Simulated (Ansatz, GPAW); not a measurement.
CaSe: PBE in single-zeta orbitals, run from Python

These are simulated results from GPAW 26.7.0, not measurements. The cell began as a measured structure and was relaxed with r2SCAN in plane waves (Ansatz 0.2.0). All runs are without spin polarisation.

It is cubic, Fm-3m (No. 225); a = 5.935 Å in the conventional setting, 26.13 Å³ an atom. Around Ca lie 6 Se at 2.97 Å; around Se lie 6 Ca at 2.97 Å.

The basis is minimal: single zeta, one radial function for each shell that the log's basis lists. It describes the filled bands fairly and the empty ones poorly.

run.py reads:

```python
import json
from ase import Atoms
from gpaw import GPAW, PW, FermiDirac

atoms = Atoms(['Ca', 'Se'],
              cell=[[-0.0, 2.967531, 2.967531], [2.967531, -0.0, 2.967531], [2.967531, 2.967531, -0.0]],
              scaled_positions=[[0.0, -0.0, -0.0], [0.5, 0.5, 0.5]],
              pbc=True)
calc = GPAW(mode='lcao', basis='sz(dzp)', h=0.2, xc='PBE', kpts={'size': (6, 6, 6), 'gamma': True},
            occupations=FermiDirac(0.02), maxiter=100, legacy_gpaw=True, txt='gpaw.txt')
atoms.calc = calc
res = {'energy': atoms.get_potential_energy(force_consistent=True)}
res['electrons'] = calc.get_number_of_electrons()
res['k'] = calc.get_ibz_k_points().tolist()
res['levels'] = [calc.get_eigenvalues(kpt=i).tolist() for i in range(len(res['k']))]
points = [[0.0, 0.0, 0.0], [0.5, 0.0, 0.5], [0.625, 0.25, 0.625], [0.375, 0.375, 0.75], [0.5, 0.5, 0.5], [0.5, 0.25, 0.75], [0.0, 0.5, 0.5]]
bands = calc.fixed_density(kpts=points, symmetry='off', txt='bands.txt')
res['points'] = [bands.get_eigenvalues(kpt=i).tolist() for i in range(len(points))]
json.dump(res, open('results.json', 'w'))
print('free energy (eV):', round(res['energy'], 5))
```

Command: `python run.py`. It took 9 s on 1 thread of Arm Neoverse V2 (shared host), peak memory 0.14 GiB.

The log gpaw.txt, trimmed of paths, versions and times, then the last line on the terminal. An iter line gives the energy in eV and the logarithms of the changes of orbitals (plane waves alone) and density (c: converged):

```
___ ___ ___ _ _ _
 |   |   |_  | | | |

 | | | | | . | | | |

 |__ |  _|___|_____|  26.7.0
 |___|_|

Input parameters:
  basis: sz(dzp)
  h: 0.2
  kpts: {gamma: True,
         size: (6, 6, 6)}
  maxiter: 100
  mode: lcao
  occupations: {fixmagmom: False,
                name: fermi-dirac,
                width: 0.02}
  xc: PBE

System changes: positions, numbers, cell, pbc, initial_charges, initial_magmoms

Initialize ...

species:
  Ca:
    name:    Calcium
    Z:       20.0
    valence: 10
    core:    10
    charge:  0.0  # [|e|]
    compensation charges:
      type: gauss
      rc: 0.37  # [Å]
      lmax: 2
    cutoffs:
      filter: 2.10  # [Å]
      core: 1.17  # [Å]
    projectors
    | kind |    occ | energy [eV] | rcut [Å] |

    |------|--------|-------------|----------|

    |   3s |  2.000 |     -47.086 |    1.175 |

    |   4s |  2.000 |      -3.766 |    1.175 |

    |   3p |  6.000 |     -28.008 |    1.154 |

    |    p |        |      -0.797 |    1.154 |

    |    d |        |       0.000 |    0.937 |

    LCAO basis set for Ca:
      Name: sz(dzp)
      Number of radial functions: 5
      Number of spherical harmonics: 13
        l=0, rc=3.8906 Bohr: 3s-sz confined orbital
        l=0, rc=10.7812 Bohr: 4s-sz confined orbital
        l=1, rc=4.4531 Bohr: 3p-sz confined orbital
        l=1, rc=13.9219 Bohr: 4p-sz confined orbital
        l=2, rc=8.8594 Bohr: 3d-sz confined orbital
      Number of RI-basis functions 0

  Se:
    name:    Selenium
    Z:       34.0
    valence: 6
    core:    28
    charge:  0.0  # [|e|]
    compensation charges:
      type: gauss
      rc: 0.27  # [Å]
      lmax: 2
    cutoffs:
      filter: 1.77  # [Å]
      core: 2.67  # [Å]
    projectors
    | kind |    occ | energy [eV] | rcut [Å] |

    |------|--------|-------------|----------|

    |   4s |  2.000 |     -17.277 |    0.847 |

    |   4p |  4.000 |      -6.512 |    1.005 |

    |    s |        |       9.935 |    0.847 |

    |    p |        |      20.699 |    1.005 |

    |    d |        |       0.000 |    0.847 |

    LCAO basis set for Se:
      Name: sz(dzp)
      Number of radial functions: 2
      Number of spherical harmonics: 4
        l=0, rc=5.7344 Bohr: 4s-sz confined orbital
        l=1, rc=7.2656 Bohr: 4p-sz confined orbital
      Number of RI-basis functions 0

Reference energy: -84614.401363  # eV

Spin-paired calculation

Convergence criteria:
 Maximum [total energy] change in last 3 cyles: 0.0005 eV / valence electron
 Maximum integral of absolute [dens]ity change: 0.0001 electrons / valence electron
 Maximum integral of absolute [eigenst]ate change: 4e-08 eV^2 / valence electron
 Maximum number of scf [iter]ations: 100
 (Square brackets indicate name in SCF output, whereas a 'c' in
 the SCF output indicates the quantity has converged.)

Symmetries present (total): 48

  ( 1  0  0)  ( 1  0  0)  ( 1  0  0)  ( 1  0  0)  ( 1  0 -1)  ( 1  0 -1)
  ( 1  0 -1)  ( 1 -1  0)  ( 0  1  0)  ( 0  0  1)  ( 1  0  0)  ( 1 -1  0)
  ( 1 -1  0)  ( 1  0 -1)  ( 0  0  1)  ( 0  1  0)  ( 1 -1  0)  ( 1  0  0)

  ( 1  0 -1)  ( 1  0 -1)  ( 1 -1  0)  ( 1 -1  0)  ( 1 -1  0)  ( 1 -1  0)
  ( 0  1 -1)  ( 0  0 -1)  ( 1  0  0)  ( 1  0 -1)  ( 0 -1  1)  ( 0 -1  0)
  ( 0  0 -1)  ( 0  1 -1)  ( 1  0 -1)  ( 1  0  0)  ( 0 -1  0)  ( 0 -1  1)

  ( 0  1  0)  ( 0  1  0)  ( 0  1  0)  ( 0  1  0)  ( 0  1 -1)  ( 0  1 -1)
  ( 1  0  0)  ( 0  1 -1)  ( 0  0  1)  (-1  1  0)  ( 1  0 -1)  ( 0  1  0)
  ( 0  0  1)  (-1  1  0)  ( 1  0  0)  ( 0  1 -1)  ( 0  0 -1)  (-1  1  0)

  ( 0  1 -1)  ( 0  1 -1)  ( 0  0  1)  ( 0  0  1)  ( 0  0  1)  ( 0  0  1)
  ( 0  0 -1)  (-1  1  0)  ( 1  0  0)  ( 0  1  0)  ( 0 -1  1)  (-1  0  1)
  ( 1  0 -1)  ( 0  1  0)  ( 0  1  0)  ( 1  0  0)  (-1  0  1)  ( 0 -1  1)

  ( 0  0 -1)  ( 0  0 -1)  ( 0  0 -1)  ( 0  0 -1)  ( 0 -1  1)  ( 0 -1  1)
  ( 1  0 -1)  ( 0  1 -1)  ( 0 -1  0)  (-1  0  0)  ( 1 -1  0)  ( 0  0  1)
  ( 0  1 -1)  ( 1  0 -1)  (-1  0  0)  ( 0 -1  0)  ( 0 -1  0)  (-1  0  1)

  ( 0 -1  1)  ( 0 -1  1)  ( 0 -1  0)  ( 0 -1  0)  ( 0 -1  0)  ( 0 -1  0)
  ( 0 -1  0)  (-1  0  1)  ( 1 -1  0)  ( 0  0 -1)  ( 0 -1  1)  (-1  0  0)
  ( 1 -1  0)  ( 0  0  1)  ( 0 -1  1)  (-1  0  0)  ( 1 -1  0)  ( 0  0 -1)

  (-1  1  0)  (-1  1  0)  (-1  1  0)  (-1  1  0)  (-1  0  1)  (-1  0  1)
  ( 0  1  0)  ( 0  1 -1)  (-1  0  1)  (-1  0  0)  ( 0  0  1)  ( 0 -1  1)
  ( 0  1 -1)  ( 0  1  0)  (-1  0  0)  (-1  0  1)  ( 0 -1  1)  ( 0  0  1)

  (-1  0  1)  (-1  0  1)  (-1  0  0)  (-1  0  0)  (-1  0  0)  (-1  0  0)
  (-1  1  0)  (-1  0  0)  ( 0  0 -1)  ( 0 -1  0)  (-1  1  0)  (-1  0  1)
  (-1  0  0)  (-1  1  0)  ( 0 -1  0)  ( 0  0 -1)  (-1  0  1)  (-1  1  0)

216 k-points: 6 x 6 x 6 Monkhorst-Pack grid + [1/12,1/12,1/12]
16 k-points in the irreducible part of the Brillouin zone
       k-points in crystal coordinates                weights
   0:     0.00000000    0.00000000    0.00000000          1/216
   1:     0.16666667    0.16666667    0.00000000          6/216
   2:     0.16666667    0.16666667    0.16666667          8/216
   3:     0.33333333    0.16666667    0.16666667         12/216
   4:     0.33333333    0.33333333   -0.33333333         12/216
   5:     0.33333333    0.33333333    0.00000000          6/216
   6:     0.33333333    0.33333333    0.16666667         24/216
   7:     0.33333333    0.33333333    0.33333333          8/216
   8:     0.50000000    0.33333333   -0.33333333         24/216
   9:     0.50000000    0.33333333   -0.16666667         12/216
          ...
  15:     0.50000000    0.50000000    0.50000000          4/216

Wave functions: LCAO
  Diagonalizer: Serial LAPACK
  Atomic Correction: dense with blas
  Data-type: complex

Occupation numbers: Fermi-Dirac:
  width: 0.0200  # eV

Eigensolver
   LCAO using direct dense diagonalizer

Densities:
  Coarse grid: 16*16*16 grid
  Fine grid: 32*32*32 grid
  Total Charge: 0.000000

Density mixing:
  Method: separate
  Backend: msr1
  Linear mixing parameter: 0.05
  old densities: 10
  Width of damping distribution: 1.1
  Damping of long wavelength oscillations: 20

Hamiltonian:
  XC and Coulomb potentials evaluated on a 32*32*32 grid
  Using the PBE Exchange-Correlation functional
  Interpolation: tri-quintic (5. degree polynomial)
  Poisson solver: FastPoissonSolver using
    Stencil: 12*3+1=37 point O(h^6) finite-difference Laplacian
    FFT axes: [np.int64(0), np.int64(1), np.int64(2)]
    FST axes: []

XC parameters: PBE with 2 nearest neighbor stencil

Memory estimate:
  Process memory now: 111.67 MiB
  Calculator: 11.68 MiB
    Density: 5.29 MiB
      Arrays: 0.81 MiB
      Localized functions: 3.86 MiB
      Mixer: 0.62 MiB
    Hamiltonian: 0.83 MiB
      Arrays: 0.53 MiB
      XC: 0.00 MiB
      Poisson: 0.00 MiB
      vbar: 0.30 MiB
    Wavefunctions: 5.56 MiB
      C [qnM]: 0.04 MiB
      S, T [2 x qmm]: 0.14 MiB
      P [aqMi]: 0.01 MiB
      BasisFunctions: 5.38 MiB
      Eigensolver: 0.00 MiB

Total number of cores used: 1

Number of atoms: 2
Number of atomic orbitals: 17
Number of bands in calculation: 9
Number of valence electrons: 16
Bands to converge: occupied
Positions:
   0 Ca     0.000000    0.000000    0.000000    ( 0.0000,  0.0000,  0.0000)
   1 Se     2.967531    2.967531    2.967531    ( 0.0000,  0.0000,  0.0000)

Unit cell:
           periodic     x           y           z      points  spacing
  1. axis:    yes   -0.000000    2.967531    2.967531    16     0.2142
  2. axis:    yes    2.967531   -0.000000    2.967531    16     0.2142
  3. axis:    yes    2.967531    2.967531   -0.000000    16     0.2142

  Lengths:   4.196723   4.196723   4.196723
  Angles:   60.000000  60.000000  60.000000

Effective grid spacing dv^(1/3) = 0.2337

iter:   1    -8.885419        c
iter:   2    -8.887169        c -1.36
iter:   3    -8.910785        c -1.39
iter:   4    -8.911705        c -2.19
iter:   5    -8.911707c       c -3.76
iter:   6    -8.911708c       c -4.17c

Converged after 6 iterations.

Energy contributions relative to reference atoms: (reference = -84614.401363)

Kinetic:        +12.615652
Potential:      -10.527104
External:        +0.000000
XC:             -11.074279
Entropy (-ST):   -0.000000
Local:           +0.074023
SIC:             +0.000000
--------------------------
Free energy:     -8.911708
Extrapolated:    -8.911708

Showing only first 2 kpts
 Kpt  Band  Eigenvalues  Occupancy
  0     6      4.49807    2.00000
  0     7      4.49807    2.00000
  0     8      7.74886    0.00000

  1     6      4.12773    2.00000
  1     7      4.13107    2.00000
  1     8      8.00964    0.00000

Fermi level: 5.56220

Gap: 2.506 eV
Transition (v -> c):
  (s=0, k=0, n=7, [0.00, 0.00, 0.00]) -> (s=0, k=12, n=8, [0.50, 0.50, 0.00])
Direct/indirect transitions are different
Direct gap: 3.251 eV
Transition at: (s=0, k=0, n=7, [0.00, 0.00, 0.00])

free energy (eV): -8.91171
```

The gap in the log is over the mesh alone; results.json adds the listed points. PBE in single-zeta orbitals gives a gap of 2.51 eV. On the same cell, plane-wave PBE (Ansatz, 8×8×8 k points and the special points) gives a gap of 2.06 eV and r2SCAN a gap of 2.52 eV; on shared hosts these took about 1.6 and 4.1 core-seconds on the 2-atom cell, against 9 for the script. Semilocal gaps usually lie below measured ones.

The runs are scalar-relativistic, without spin-orbit coupling.
